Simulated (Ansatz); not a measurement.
I:

```xyz
1
Lattice="0.0000 2.3656 3.9098 2.1922 0.0000 3.9098 2.1922 2.3656 0.0000" Properties=species:S:1:pos:R:3 pbc="T T T"
I     0.0000    0.0000    0.0000
```

* Program: Ansatz 0.2.0
* Task: relaxation of cell and atoms
* Functional: r2SCAN
* Dispersion: D4
* Potentials or basis: Ansatz PAW
* Cutoff: 500 eV (not typed: the program's choice for these potentials)
* k mesh: 9 × 9 × 9
* Occupations: fermi-dirac, width 0.05 eV
* Spin: no spin polarisation

At the start: volume 40.55 Å³/atom.

Task: Where does the relaxation end?

Result: It ends after 5 steps and the volume is 39.08 Å³/atom (-3.6 %); space group Fmmm (No. 69, to 0.05 Å).

The path:
```csv
step,energy change (eV),largest force (eV/Å),volume (Å³)
1,0.0000,0.0000,40.55
2,-0.0015,0.0000,39.86
3,-0.0023,0.0000,39.16
4,-0.0024,0.0000,39.08
5,-0.0022,0.0000,39.08
```

Final structure:
```yaml
crystal:
  lattice:
    - [0.00000, 2.36233, 3.80009]
    - [2.17691, 0.00000, 3.80009]
    - [2.17691, 2.36233, 0.00000]
  atoms:
    - { symbol: I, position: [0.00000, 0.00000, 0.00000] }
```

Caveat: the plane-wave basis is chosen anew once the cell has moved, so the energies of steps on either side of that aren't comparable; an odd number of electrons without spin polarisation forces a metal; a magnetic or distorted state may lie lower; pairwise dispersion overbinds metals, which lowers pressure and volume; the PAW data sets come from PBE, with cores solved anew for the run's functional, which leaves a small shift of forces and pressure.
